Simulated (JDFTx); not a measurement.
# GaAs (F-43m) in JDFTx: reference runs

How does GaAs come out in PBE? The cell is run as given and disturbed.

Everything below comes from runs of JDFTx 1.7.0 (patched build). Logs are shortened: lines on timing, memory, paths and dates and some standing lists are left out, and cuts for length are marked. The log counts tension as positive stress, the text compression.

**Measured values to compare with.**

“Evidence of valence band perturbations in GaAsN/GaAs(001): A combined variable-angle spectroscopic ellipsometry and modulated photoreflectance investigation”, 2008, arxiv:0805.2212 reports, for a bulk crystal of GaAs at 300 K: band gap 1.418 ± 0.005 eV (direct).

How close the calculation comes is told below.

**1. The crystal as given**

The structure is cubic, space group F-43m (No. 216). The conventional cell has a = 5.654 Å, b = 5.654 Å, c = 5.654 Å, α = 90.00°, β = 90.00°, γ = 90.00°. As (site symmetry -43m) is surrounded by 4 Ga at 2.45 Å. Ga (site symmetry -43m) has 4 As at 2.45 Å as nearest neighbours.

**2. Single point, PBE**

Contents of GaAs.in:

```
lattice \
    0.0000000000     5.3419722954     5.3419722954 \
    5.3419722954     0.0000000000     5.3419722954 \
    5.3419722954     5.3419722954     0.0000000000
coords-type Lattice
ion As     0.7500000000     0.7500000000     0.7500000000 1
ion Ga     0.0000000000     0.0000000000     0.0000000000 1

ion-species pseudo/As.upf
ion-species pseudo/Ga.upf
elec-cutoff 42
elec-ex-corr gga-PBE
kpoint-folding 8 8 8
elec-smearing Fermi 0.0018374661
elec-n-bands 21
electronic-SCF nIterations 100 energyDiffThreshold 1e-08
electronic-minimize nIterations 30 energyDiffThreshold 1e-7
converge-empty-states yes
forces-output-coords Cartesian

dump-name run.$VAR
dump End Ecomponents EigStats BandEigs Kpoints Forces Stress ElecDensity Dtot KEdensity
```

Potentials or basis: PseudoDojo-SR-PBE-0.5-standard.

The run is started by

```
$ jdftx -c 1 -i GaAs.in -o GaAs.out
```

What it wrote:

```text
*************** JDFTx 1.7.0 (patched build) ***************

Input parsed successfully to the following command list (including defaults):
[... the input with its defaults ...]

---------- Setting up symmetries ----------

Found 48 point-group symmetries of the bravais lattice
Found 24 space-group symmetries with basis
Applied RMS atom displacement 0 bohrs to make symmetries exact.

---------- Initializing the Grid ----------
R =
[            0      5.34197      5.34197  ]
[      5.34197            0      5.34197  ]
[      5.34197      5.34197            0  ]
unit cell volume = 304.884
G =
[  -0.588096   0.588096   0.588096  ]
[   0.588096  -0.588096   0.588096  ]
[   0.588096   0.588096  -0.588096  ]
Minimum fftbox size, Smin = [  48  48  48  ]
Chosen fftbox size, S = [  48  48  48  ]

---------- Exchange Correlation functional ----------
Initalized PBE GGA exchange.
Initalized PBE GGA correlation.

---------- Setting up pseudopotentials ----------
Width of ionic core gaussian charges (only for fluid interactions / plotting) set to 0

Reading pseudopotential file 'pseudo/As.upf':
  'As' pseudopotential, 'PBE' functional
  Generated using ONCVPSP code by D. R. Hamann
  15 valence electrons, 3 orbitals, 6 projectors, 1001 radial grid points, with lMax = 2
    3D    l: 2   occupation: 10.0   eigenvalue: -1.493697
    4S    l: 0   occupation:  2.0   eigenvalue: -0.532653
    4P    l: 1   occupation:  3.0   eigenvalue: -0.190913
  Core radius for overlap checks: 1.74 bohrs.

Reading pseudopotential file 'pseudo/Ga.upf':
  'Ga' pseudopotential, 'PBE' functional
  Generated using ONCVPSP code by D. R. Hamann
  13 valence electrons, 3 orbitals, 6 projectors, 1001 radial grid points, with lMax = 2
    3D    l: 2   occupation: 10.0   eigenvalue: -0.703915
    4S    l: 0   occupation:  2.0   eigenvalue: -0.328859
    4P    l: 1   occupation:  1.0   eigenvalue: -0.094784
  Core radius for overlap checks: 1.84 bohrs.

Initialized 2 species with 2 total atoms.

Folded 1 k-points by 8x8x8 to 512 k-points.

---------- Setting up k-points, bands, fillings ----------
Adding inversion symmetry to k-mesh for non-inversion-symmetric unit cell.
Reduced to 29 k-points under symmetry.
Computing the number of bands and number of electrons
Calculating initial fillings.
nElectrons:  28.000000   nBands: 21   nStates: 29

----- Setting up reduced wavefunction bases (one per k-point) -----
average nbasis = 3964.697 , ideal nbasis = 3963.719

---------- Setting up ewald sum ----------
Optimum gaussian width for ewald sums = 2.426231 bohr.
Real space sum over 1331 unit cells with max indices [  5  5  5  ]
Reciprocal space sum over 2197 terms with max indices [  6  6  6  ]

---------- Allocating electronic variables ----------
Initializing wave functions:  linear combination of atomic orbitals
Note: number of bands (21) exceeds available atomic orbitals (18)
As pseudo-atom occupations:   s ( 2 )  p ( 3 )  d ( 10 )
Ga pseudo-atom occupations:   s ( 2 )  p ( 1 )  d ( 10 )
	FillingsUpdate:  mu: +0.343993594  nElectrons: 28.000000
LCAOMinimize: Iter:   0  F: -163.0418136925676720  |grad|_K:  1.237e-03  alpha:  1.000e+00
	FillingsUpdate:  mu: +0.337108198  nElectrons: 28.000000
LCAOMinimize: Iter:   1  F: -163.0468324361363273  |grad|_K:  3.309e-05  alpha:  5.037e-01  linmin: -8.965e-02  cgtest:  3.199e-01
LCAOMinimize: Encountered beta<0, resetting CG.
	FillingsUpdate:  mu: +0.337205142  nElectrons: 28.000000
LCAOMinimize: Iter:   2  F: -163.0468384954479859  |grad|_K:  6.650e-06  alpha:  8.632e-01  linmin: -2.155e-03  cgtest:  3.200e-02
	FillingsUpdate:  mu: +0.337248902  nElectrons: 28.000000
LCAOMinimize: Iter:   3  F: -163.0468386552801690  |grad|_K:  1.016e-06  alpha:  5.625e-01  linmin:  4.480e-06  cgtest: -3.600e-02
	FillingsUpdate:  mu: +0.337244676  nElectrons: 28.000000
LCAOMinimize: Iter:   4  F: -163.0468386613386826  |grad|_K:  2.676e-08  alpha:  9.185e-01  linmin:  2.732e-04  cgtest:  5.947e-03
LCAOMinimize: Converged (|Delta F|<1.000000e-06 for 2 iters).

-------- Electronic minimization -----------
Will mix electronic density at each iteration.
	FillingsUpdate:  mu: +0.337244676  nElectrons: 28.000000
	FillingsUpdate:  mu: +0.326858225  nElectrons: 28.000000
SCF: Cycle:  0   F: -163.086711100103344   dF: -3.987e-02   |Residual|: 4.456e-02   |deigs|: 1.675e-01
	FillingsUpdate:  mu: +0.328956085  nElectrons: 28.000000
SCF: Cycle:  1   F: -163.087657996412162   dF: -9.469e-04   |Residual|: 2.501e-02   |deigs|: 6.881e-03
	FillingsUpdate:  mu: +0.332816174  nElectrons: 28.000000
SCF: Cycle:  2   F: -163.087813323876048   dF: -1.553e-04   |Residual|: 3.912e-03   |deigs|: 4.518e-03
	FillingsUpdate:  mu: +0.333429564  nElectrons: 28.000000
SCF: Cycle:  3   F: -163.087824574460683   dF: -1.125e-05   |Residual|: 1.637e-03   |deigs|: 1.284e-03
	FillingsUpdate:  mu: +0.333927615  nElectrons: 28.000000
SCF: Cycle:  4   F: -163.087826824375043   dF: -2.250e-06   |Residual|: 6.346e-04   |deigs|: 6.320e-04
	FillingsUpdate:  mu: +0.333905709  nElectrons: 28.000000
SCF: Cycle:  5   F: -163.087827182582657   dF: -3.582e-07   |Residual|: 1.959e-04   |deigs|: 1.571e-04
	FillingsUpdate:  mu: +0.333957216  nElectrons: 28.000000
SCF: Cycle:  6   F: -163.087827276018459   dF: -9.344e-08   |Residual|: 4.801e-05   |deigs|: 1.083e-04
	FillingsUpdate:  mu: +0.333955020  nElectrons: 28.000000
SCF: Cycle:  7   F: -163.087827300408861   dF: -2.439e-08   |Residual|: 2.226e-05   |deigs|: 7.695e-05
	FillingsUpdate:  mu: +0.333958612  nElectrons: 28.000000
SCF: Cycle:  8   F: -163.087827308828849   dF: -8.420e-09   |Residual|: 8.159e-06   |deigs|: 6.407e-05
	FillingsUpdate:  mu: +0.333958388  nElectrons: 28.000000
SCF: Cycle:  9   F: -163.087827311260213   dF: -2.431e-09   |Residual|: 6.565e-06   |deigs|: 4.520e-05
SCF: Converged (|Delta E|<1.000000e-08 for 2 iters).

Setting wave functions to eigenvectors of Hamiltonian
Converging empty states (this may take a while): |deigs|: 2.177e-04

# Stress tensor in Cartesian coordinates [Eh/a0^3]:
[ -0.000114817            0            0  ]
[            0 -0.000114817            0  ]
[            0            0 -0.000114817  ]

# Ionic positions in lattice coordinates:
ion As   0.750000000000000   0.750000000000000   0.750000000000000 1
ion Ga   0.000000000000000   0.000000000000000   0.000000000000000 1

# Forces in Cartesian coordinates:
force As   0.000000000000000  -0.000000000000000  -0.000000000000000 1
force Ga   0.000000000000000   0.000000000000000  -0.000000000000000 1

# Energy components:
   Eewald =      -99.1764168889743303
       EH =       57.3607317838771280
     Eloc =     -144.4588313154074513
      Enl =      -90.4703473352972765
      Exc =      -44.7208002757134011
 Exc_core =       19.4766459555049423
       KE =      138.9011916901280586
-------------------------------------
     Etot =     -163.0878263858823232
       TS =        0.0000009253778770
-------------------------------------
        F =     -163.0878273112602130

IonicMinimize: Iter:   0  F: -163.087827311260213  |grad|_K:  3.974e-36
IonicMinimize: Converged (|grad|_K<1.000000e-04).

#--- Lowdin population analysis ---
# oxidation-state As -0.020
# oxidation-state Ga +0.059

Dumping 'run.eigStats' ...
	eMin: -0.970683 at state 20 ( [ +0.000000 +0.500000 +0.500000 ] spin 0 )
	HOMO: +0.323411 at state 0 ( [ +0.000000 +0.000000 +0.000000 ] spin 0 )
	mu  : +0.333959
	LUMO: +0.342362 at state 0 ( [ +0.000000 +0.000000 +0.000000 ] spin 0 )
	eMax: +0.848199 at state 19 ( [ +0.000000 +0.375000 -0.375000 ] spin 0 )
	HOMO-LUMO gap: +0.018952
	Optical gap  : +0.018952 at state 0 ( [ +0.000000 +0.000000 +0.000000 ] spin 0 )
Done!
```

It took 2.1 min on 1 thread of Arm Neoverse V1, shared host; peak memory 0.14 GiB.

What came out:

```
Free energy            : -4437.8459 eV
Pressure               : 3.4 GPa
Band gap on the k mesh : 0.52 eV, direct
```

Levels at points of the mesh, in eV from the valence-band top:
| k point | band 12 | band 13 | band 14 | band 15 | band 16 | band 17 |
| --- | --- | --- | --- | --- | --- | --- |
| (0.00, 0.00, 0.00) | 0.00 | 0.00 | 0.00 | 0.52 | 3.74 | 3.74 |
| (0.00, 0.00, 0.50) | -6.63 | -1.14 | -1.14 | 1.00 | 4.65 | 4.65 |
| (0.00, 0.50, 0.50) | -6.81 | -2.67 | -2.67 | 1.47 | 1.66 | 10.18 |

**3. Single point, PBE (atoms moved at random, drawn with an rms of 0.05 Å)**

GaAs.in, as its differences from that of step 2:

```diff
@@ -5,4 +5,4 @@
 coords-type Lattice
-ion As     0.7500000000     0.7500000000     0.7500000000 1
-ion Ga     0.0000000000     0.0000000000     0.0000000000 1
+ion As     0.7579050000     0.7397830000     0.7594210000 1
+ion Ga     0.0096460000     0.0093300000    -0.0205510000 1
```

Potentials or basis: PseudoDojo-SR-PBE-0.5-standard.

The run is started by

```
$ jdftx -c 1 -i GaAs.in -o GaAs.out
```

Wall time 20 min (1 thread of Arm Neoverse V1, shared host); peak memory 0.95 GiB.

Results (log left out):

* Free energy: -4437.7978 eV
* Pressure: 3.7 GPa
* Largest force: 0.894 eV/Å
* Band gap on the k mesh: 0.20 eV, direct

Forces in eV/Å, atoms in the order of the input:
```
As  -0.154 -0.714  0.515
Ga   0.154  0.715 -0.515
```

Stress tensor (GPa, compression positive):
```
 3.79 -1.54  2.14
-1.54  3.57  0.48
 2.14  0.48  3.68
```

Levels at points of the mesh, in eV from the valence-band top:
| k point | band 10 | band 11 | band 12 | band 13 | band 14 | band 15 | band 16 | band 17 |
| --- | --- | --- | --- | --- | --- | --- | --- | --- |
| (0.00, 0.00, 0.00) | -15.07 | -13.05 | -0.59 | -0.40 | 0.00 | 0.20 | 3.24 | 3.46 |
| (0.00, 0.00, 0.50) | -15.06 | -11.40 | -6.59 | -1.60 | -1.41 | 0.46 | 4.07 | 4.34 |
| (0.00, 0.50, 0.00) | -15.07 | -11.22 | -7.19 | -1.64 | -1.22 | 0.83 | 4.11 | 4.71 |
| (0.00, 0.50, 0.50) | -15.06 | -10.56 | -7.15 | -3.03 | -2.92 | 1.12 | 1.35 | 9.84 |
| (0.50, 0.00, 0.00) | -15.06 | -11.29 | -6.97 | -1.72 | -1.18 | 0.69 | 3.95 | 4.72 |
| (0.50, 0.00, 0.50) | -15.06 | -10.57 | -7.12 | -3.10 | -2.88 | 1.01 | 1.46 | 9.71 |
| (0.50, 0.50, 0.00) | -15.06 | -10.56 | -7.13 | -3.07 | -2.90 | 1.06 | 1.41 | 9.76 |
| (0.50, 0.50, 0.50) | -15.07 | -11.27 | -7.06 | -1.70 | -1.18 | 0.74 | 3.99 | 4.74 |

Caveat: forces may be off by hundredths of an eV/Å.

**4. Against experiment**

Step 2. A measured gap of GaAs is 1.418 eV (direct; 300 K; “Evidence of valence band perturbations in GaAsN/GaAs(001): A combined variable-angle spectroscopic ellipsometry and modulated photoreflectance investigation”, 2008, arxiv:0805.2212); the calculated 0.52 eV misses it by -0.90 eV. 3 values of this kind are on record (1.412 to 1.51 eV); this one was drawn at random among those near their median, those with a stated uncertainty first. Spin-orbit coupling on As, Ga is left out. The value is that of PBE on a finite k mesh, which can miss the band edges, without temperature or zero-point motion. Semilocal functionals fall short of measured gaps as a rule.
